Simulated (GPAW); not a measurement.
# CdTe (F-43m) in GPAW: a series of runs, part 2 of 2

GPAW 26.7.0. The steps go on from the part before.

## Step 4: Equation of state, BLYP+D3

run.py reads:

```python
from ase.calculators.mixing import SumCalculator
from ase.eos import EquationOfState
from ase.io import Trajectory, read
from ase.units import GPa
from dftd3.ase import DFTD3
from gpaw import GPAW, PW, setup_paths

setup_paths.insert(0, '.')

atoms = read('POSCAR')

traj = Trajectory('eos.traj', 'w')
volumes, energies = [], []
for x in [0.94, 0.96, 0.98, 1.0, 1.02, 1.04, 1.06]:
    a = atoms.copy()
    a.set_cell(atoms.cell * x**(1 / 3), scale_atoms=True)
    calc = GPAW(mode=PW(600),
                xc='BLYP',
                kpts={'size': (6, 6, 6), 'gamma': True},
                occupations={'name': 'fermi-dirac', 'width': 0.05},
                nbands=18,
                convergence={'density': 1e-05, 'energy': 1e-05},
                eigensolver='davidson',
                maxiter=150,
                txt=f'eos-{x:.2f}.txt')
    a.calc = SumCalculator([calc, DFTD3(method='blyp', damping='d3zero')])
    energies.append(a.get_potential_energy())
    volumes.append(a.get_volume())
    p = -a.get_stress()[:3].mean() / GPa
    calc.write(f'eos-{x:.2f}.gpw')
    traj.write(a)
    print(f'{x:.2f} {volumes[-1]:10.4f} A^3 {energies[-1]:14.6f} eV {p:9.3f} GPa', flush=True)

v0, e0, B = EquationOfState(volumes, energies, eos='birchmurnaghan').fit()
print(f'V0 = {v0:.4f} A^3, E0 = {e0:.6f} eV, B0 = {B / GPa:.2f} GPa')
```

POSCAR reads:

```
CdTe
1.0
    0.0000000000      3.2050000000      3.2050000000
    3.2050000000      0.0000000000      3.2050000000
    3.2050000000      3.2050000000      0.0000000000
Te Cd
1 1
Direct
    0.7500000000      0.7500000000      0.7500000000
    0.0000000000      0.0000000000      0.0000000000
```

Potentials or basis: PAW data sets generated in the run's folder for this functional, pw.

Run with:

```console
> gpaw-setup -f BLYP Cd Te
> OMP_NUM_THREADS=1 python run.py
```

What it wrote:

```text
__  _  _
 | _ |_)|_||  |
 |__||  | ||/\| - 26.7.0

Input parameters:
  mode=PW(ecut=600.0),
  convergence={'density': 1e-05, 'energy': 1e-05},
  eigensolver=Davidson(niter=2),
  kpts=MonkhorstPack(size=(6, 6, 6), gamma=True),
  maxiter=150,
  nbands=18,
  occupations=Occupations(name='fermi-dirac', width=0.05),
  xc=XC(name='BLYP')

Diagonalizing LCAO Hamiltonian
Converting LCAO to pw mode

                     Te

       Cd

Atoms  # Å, Bohr magnetons
|   | symbol |        x |        y |        z |    initial magnetic moments |
|---|--------|----------|----------|----------|-----------------------------|
| 0 |     Te | 4.742526 | 4.742526 | 4.742526 | ( 0.0000,  0.0000,  0.0000) |
| 1 |     Cd | 0.000000 | 0.000000 | 0.000000 | ( 0.0000,  0.0000,  0.0000) |

Unit cell  # Å
| periodic |        x |        y |        z |  lengths |    angles |
|----------|----------|----------|----------|----------|-----------|
|      yes | 0.000000 | 3.161684 | 3.161684 | 4.471296 | 60.000000 |
|      yes | 3.161684 | 0.000000 | 3.161684 | 4.471296 | 60.000000 |
|      yes | 3.161684 | 3.161684 | 0.000000 | 4.471296 | 60.000000 |

Number of symmetries: 24
Symmetry operations  # r_c * U_cc + t_c -> r_c
|    | kind |            matrix            |
|----|------|------------------------------|
|  0 |  E   |  1, 0, 0,  0, 1, 0,  0, 0, 1 |
|  1 |  σ   |  1, 0, 0,  0, 0, 1,  0, 1, 0 |
|  2 |  σ   |  1, 0,-1,  0, 1,-1,  0, 0,-1 |
|  3 |  C3  |  1, 0,-1,  0, 0,-1,  0, 1,-1 |
[... 131 lines left out ...]
  Trust region scale: 1.0
  Backstep threshold: 4.0
  History deletion threshold: 6.0
  Fourier metric: weight=20.0, sigma=0.015

occupation numbers:
  Fermi-Dirac:
    width: 0.0500  # eV

poisson solver:
  ecut: 4800.0  # eV

xc functional:
  name: BLYP with 2 nearest neighbor stencil

convergence criteria:
- Maximum integral of absolute [dens]ity change: 1e-05 electrons / valence electron
- Maximum [total energy] change in last 3 cyles: 1e-05 eV / valence electron
- Maximum integral of absolute [eigenst]ate change: 4e-08 eV^2 / valence electron
maximum number of iterations: 150

SCF iterations
|iter     | |      energy | eigst |  dens |
|---------|-|-------------|-------|-------|
|iter:   1| |   -3.931556 | -0.24 |       |
|iter:   2| |   -3.887823 | -2.11 | -1.23 |
|iter:   3| |   -3.711216 | -1.72 | -1.27 |
|iter:   4| |   -3.702822 | -3.10 | -1.76 |
|iter:   5| |   -3.702598 | -3.74 | -2.16 |
|iter:   6| |   -3.702661 | -4.47 | -2.71 |
|iter:   7| |   -3.702665c| -5.62 | -3.62 |
|iter:   8| |   -3.702666c| -6.33 | -3.97 |
|iter:   9| |   -3.702666c| -7.17 | -4.84 |
|iter:  10| |   -3.702666c| -7.86c| -5.44c|

Converged in 10 steps
Energy contributions relative to reference atoms: (reference = -336997.902357)

Energy contributions:
  Kinetic:          32.907221
  Coulomb:         -29.310498
  Zero:              0.236189
  External:          0.000000
  Xc:               -7.535577
  Entropy:          -0.000002
  Spinorbit:         0.000000
  ----------------------------
  Free energy:      -3.702667
  Extrapolated:     -3.702666

dipole moment: (-16.274998, -16.274998, -16.274998)  # |e|*Ang

Fermi level: 5.434
Eigenvalues  # (at kpt = [0.000, 0.000, 0.000])
| band index |      eig [eV] | occ [0-2] |
|------------|---------------|-----------|
|          0 |        -6.706 |     2.000 |
|          1 |        -3.627 |     2.000 |
|          2 |        -3.627 |     2.000 |
|          3 |        -3.627 |     2.000 |
|          4 |        -3.308 |     2.000 |
|          5 |        -3.308 |     2.000 |
[... 10 lines left out ...]
|         16 |        15.182 |     0.000 |
|         17 |        15.182 |     0.000 |

Gap: 0.916 eV
Transition (v -> c):
  (s=0, k=0, n=8, [0.00, 0.00, 0.00]) -> (s=0, k=0, n=9, [0.00, 0.00, 0.00])
No difference between direct/indirect transitions

Stress tensor  # eV/Ang^3
|         x |         y |         z |
|-----------|-----------|-----------|
| -0.056820 |  0.000000 | -0.000000 |
|  0.000000 | -0.056820 |  0.000000 |
| -0.000000 |  0.000000 | -0.056820 |

# Writing to eos-0.96.gpw (mode='')
```

Run time: 95 s. Hardware: 1 thread of Arm Neoverse V1, shared host; peak memory 0.29 GiB.

Results:

* Equilibrium volume: 34.93 Å³/atom (rough: see the caveat)
* Bulk modulus: 38 GPa (rough)

Energy against volume, from the lowest point:
| volume (Å³/atom) | energy (meV/atom) |
| --- | --- |
| 30.947 | 69.58 |
| 31.605 | 46.45 |
| 32.263 | 28.64 |
| 32.922 | 15.58 |
| 33.580 | 6.76 |
| 34.239 | 1.71 |
| 34.897 | 0.00 |

Caveat: the minimum lies outside the volumes run.

## Step 5: Equation of state, TPSS

Changes to run.py since step 4:

```diff
@@ -1,2 +1 @@
-from ase.calculators.mixing import SumCalculator
 from ase.eos import EquationOfState
@@ -4,8 +3,5 @@
 from ase.units import GPa
-from dftd3.ase import DFTD3
-from gpaw import GPAW, PW, setup_paths
+from gpaw import GPAW, PW
 
-setup_paths.insert(0, '.')
-
-atoms = read('POSCAR')
+atoms = read('CdTe.cif')
 
@@ -17,3 +13,3 @@
     calc = GPAW(mode=PW(600),
-                xc='BLYP',
+                xc='MGGA_X_TPSS+MGGA_C_TPSS',
                 kpts={'size': (6, 6, 6), 'gamma': True},
@@ -25,4 +21,4 @@
                 txt=f'eos-{x:.2f}.txt')
-    a.calc = SumCalculator([calc, DFTD3(method='blyp', damping='d3zero')])
-    energies.append(a.get_potential_energy())
+    a.calc = calc
+    energies.append(a.get_potential_energy(force_consistent=True))
     volumes.append(a.get_volume())
```

CdTe.cif reads:

```cif
data_CdTe
_cell_length_a 4.53255447
_cell_length_b 4.53255447
_cell_length_c 4.53255447
_cell_angle_alpha 60.00000000
_cell_angle_beta 60.00000000
_cell_angle_gamma 60.00000000
_space_group_name_H-M_alt 'P1'
_space_group_name_Hall 'P 1'
_space_group_IT_number 1
loop_
_space_group_symop_operation_xyz
'x,y,z'
loop_
_atom_site_label
_atom_site_type_symbol
_atom_site_symmetry_multiplicity
_atom_site_Wyckoff_symbol
_atom_site_fract_x
_atom_site_fract_y
_atom_site_fract_z
_atom_site_occupancy
Te1 Te 1 a 0.7500000000 0.7500000000 0.7500000000 1
Cd1 Cd 1 a 0.0000000000 0.0000000000 0.0000000000 1
```

Potentials or basis: GPAW PAW data sets (gpaw-data 1.2.1), pw.

Run with:

```console
> OMP_NUM_THREADS=1 python run.py
```

What it wrote:

```text
__  _  _
 | _ |_)|_||  |
 |__||  | ||/\| - 26.7.0

Input parameters:
  mode=PW(ecut=600.0),
  convergence={'density': 1e-05, 'energy': 1e-05},
  eigensolver=Davidson(niter=2),
  kpts=MonkhorstPack(size=(6, 6, 6), gamma=True),
  maxiter=150,
  nbands=18,
  occupations=Occupations(name='fermi-dirac', width=0.05),
  xc=XC(name='MGGA_X_TPSS+MGGA_C_TPSS')

Diagonalizing LCAO Hamiltonian
Converting LCAO to pw mode

                          Te

       Cd

Atoms  # Å, Bohr magnetons
|   | symbol |        x |        y |        z |    initial magnetic moments |
|---|--------|----------|----------|----------|-----------------------------|
| 0 |     Te | 6.660041 | 3.845177 | 2.718950 | ( 0.0000,  0.0000,  0.0000) |
| 1 |     Cd | 0.000000 | 0.000000 | 0.000000 | ( 0.0000,  0.0000,  0.0000) |

Unit cell  # Å
| periodic |        x |        y |        z |  lengths |    angles |
[... 176 lines left out ...]
|iter:   9| |  -16.055250 | -5.29 | -2.37 |
|iter:  10| |  -16.055092 | -5.94 | -2.48 |
|iter:  11| |  -16.054925 | -5.84 | -2.52 |
|iter:  12| |  -16.054503 | -4.61 | -2.60 |
|iter:  13| |  -16.054564 | -5.54 | -2.99 |
|iter:  14| |  -16.054586c| -6.09 | -3.60 |
|iter:  15| |  -16.054591c| -6.43 | -4.09 |
|iter:  16| |  -16.054591c| -7.52c| -4.67 |
|iter:  17| |  -16.054591c| -8.43c| -5.30c|

Converged in 17 steps
Energy contributions relative to reference atoms: (reference = -336963.801770)

Energy contributions:
  Kinetic:          24.899738
  Coulomb:         -22.027199
  Zero:              0.394822
  External:          0.000000
  Xc:              -19.321953
  Entropy:          -0.000000
  Spinorbit:         0.000000
  ----------------------------
  Free energy:     -16.054591
  Extrapolated:    -16.054591

dipole moment: (-22.579299, -13.036164, -9.217960)  # |e|*Ang

Fermi level: 5.397
Eigenvalues  # (at kpt = [0.000, 0.000, 0.000])
| band index |      eig [eV] | occ [0-2] |
|------------|---------------|-----------|
|          0 |        -7.116 |     2.000 |
|          1 |        -3.902 |     2.000 |
|          2 |        -3.902 |     2.000 |
|          3 |        -3.902 |     2.000 |
|          4 |        -3.570 |     2.000 |
|          5 |        -3.570 |     2.000 |
[... 10 lines left out ...]
|         16 |        15.016 |     0.000 |
|         17 |        15.016 |     0.000 |

Gap: 1.255 eV
Transition (v -> c):
  (s=0, k=0, n=8, [0.00, 0.00, 0.00]) -> (s=0, k=0, n=9, [0.00, 0.00, 0.00])
No difference between direct/indirect transitions

Stress tensor  # eV/Ang^3
|         x |         y |         z |
|-----------|-----------|-----------|
| -0.043643 |  0.000000 | -0.000000 |
| -0.000000 | -0.043643 |  0.000000 |
|  0.000000 |  0.000000 | -0.043643 |

# Writing to eos-0.94.gpw (mode='')
```

stdout:

```text
0.94    61.8931 A^3     -16.054591 eV     6.992 GPa
0.96    63.2099 A^3     -16.106486 eV     5.641 GPa
0.98    64.5268 A^3     -16.147853 eV     4.431 GPa
1.00    65.8437 A^3     -16.179790 eV     3.346 GPa
1.02    67.1606 A^3     -16.203273 eV     2.373 GPa
1.04    68.4774 A^3     -16.219179 eV     1.499 GPa
1.06    69.7943 A^3     -16.228279 eV     0.715 GPa
<dir> UserWarning: The minimum volume of your fit is not in your volumes.  You may not have a minimum in your dataset!
  warnings.warn(
V0 = 71.1479 A^3, E0 = -16.231275 eV, B0 = 35.91 GPa
```

Wall time 8.1 min (1 thread of Arm Neoverse V1, shared host); peak memory 0.94 GiB.

Results:

- Equilibrium volume: 35.57 Å³/atom (rough: see the caveat)
- Bulk modulus: 36 GPa (rough)

Energy against volume, from the lowest point:
```tsv
volume (Å³/atom)	energy (meV/atom)
30.947	86.84
31.605	60.90
32.263	40.21
32.922	24.24
33.580	12.50
34.239	4.55
34.897	0.00
```

Caveat: the minimum lies outside the volumes run; the PAW data sets were made with another functional, which shifts forces and pressure a little.

## Step 6: Equation of state, LDA

Changes to run.py since step 5:

```diff
@@ -1,7 +1,16 @@
+from ase import Atoms
 from ase.eos import EquationOfState
-from ase.io import Trajectory, read
+from ase.io import Trajectory
 from ase.units import GPa
-from gpaw import GPAW, PW
+from gpaw import GPAW, PW, setup_paths
 
-atoms = read('CdTe.cif')
+setup_paths.insert(0, '.')
+
+atoms = Atoms(['Te', 'Cd'],
+              cell=[[0.0, 3.205, 3.205],
+                    [3.205, 0.0, 3.205],
+                    [3.205, 3.205, 0.0]],
+              scaled_positions=[[0.75, 0.75, 0.75],
+                                [0.0, 0.0, 0.0]],
+              pbc=True)
 
@@ -13,8 +22,8 @@
     calc = GPAW(mode=PW(600),
-                xc='MGGA_X_TPSS+MGGA_C_TPSS',
+                xc='LDA',
                 kpts={'size': (6, 6, 6), 'gamma': True},
                 occupations={'name': 'fermi-dirac', 'width': 0.05},
-                nbands=18,
+                setups={'Cd': 'jth', 'Te': 'jth'},
+                nbands=-9,
                 convergence={'density': 1e-05, 'energy': 1e-05},
-                eigensolver='davidson',
                 maxiter=150,
```

Potentials or basis: JTH PAW 2.0, LDA, pw.

Run with:

```console
> OMP_NUM_THREADS=1 python run.py
```

It took 2.7 min on 1 thread of Arm Neoverse V1, shared host; peak memory 0.27 GiB.

It converged, with:

```
Equilibrium volume                      : 32.98 Å³/atom
Bulk modulus                            : 47 GPa
Pressure derivative of the bulk modulus : 4.8
```

Energy against volume, from the lowest point:
```
volume (Å³/atom)  energy (meV/atom)
          30.947              20.61
          31.605               9.06
          32.263               2.35
          32.922               0.00
          33.580               1.62
          34.239               6.48
          34.897              14.60
```

Caveat: the program truncates these outside data sets.

## Step 7: The runs side by side

```csv
level,potentials or basis,eigensolver,data set,V0 of scaled cells (Å³/atom),B0 (GPa)
OLYP,"PAW data sets generated in the run's folder for this functional, pw",davidson,-,-,-
LDA,"the program's PAW data sets (release 1.2.1) made for this functional, pw",-,-,32.62,47
BLYP+D3,"PAW data sets generated in the run's folder for this functional, pw",davidson,-,-,-
TPSS,"GPAW PAW data sets (gpaw-data 1.2.1), pw",davidson,-,-,-
LDA,"JTH PAW 2.0, LDA, pw",-,"Cd jth, Te jth",32.98,47
```

Alike in all rows: task equation of state; no spin polarisation; cell as given; k mesh 6 × 6 × 6; cutoff (eV) 600; smearing fermi-dirac 0.05 eV.

Caveats: the minimum lies outside the volumes run (some runs); the PAW data sets were made with another functional, which shifts forces and pressure a little (some runs); the program truncates these outside data sets (some runs).

Total energies depend on the potentials used, so only differences within one code and one set of settings carry meaning.

## Step 8: Comparison with measurements

Step 3. Against the measured bulk modulus of CdTe, 42 GPa (powder; quoted in “Multiscale insight into the Cd1-xZnxTe vibrational-mechanical properties -- High-pressure experiments and ab initio calculations”, 2023, arxiv:2306.14539), the calculated 47 GPa is off by +11.5 %. The fit is for a static lattice scaled at fixed shape and fixed fractional positions.

Step 6. A measured bulk modulus of CdTe is 42 GPa (powder; quoted in “Multiscale insight into the Cd1-xZnxTe vibrational-mechanical properties -- High-pressure experiments and ab initio calculations”, 2023, arxiv:2306.14539); the calculated 47 GPa misses it by +11.1 %. The fit is for a static lattice scaled at fixed shape and fixed fractional positions.
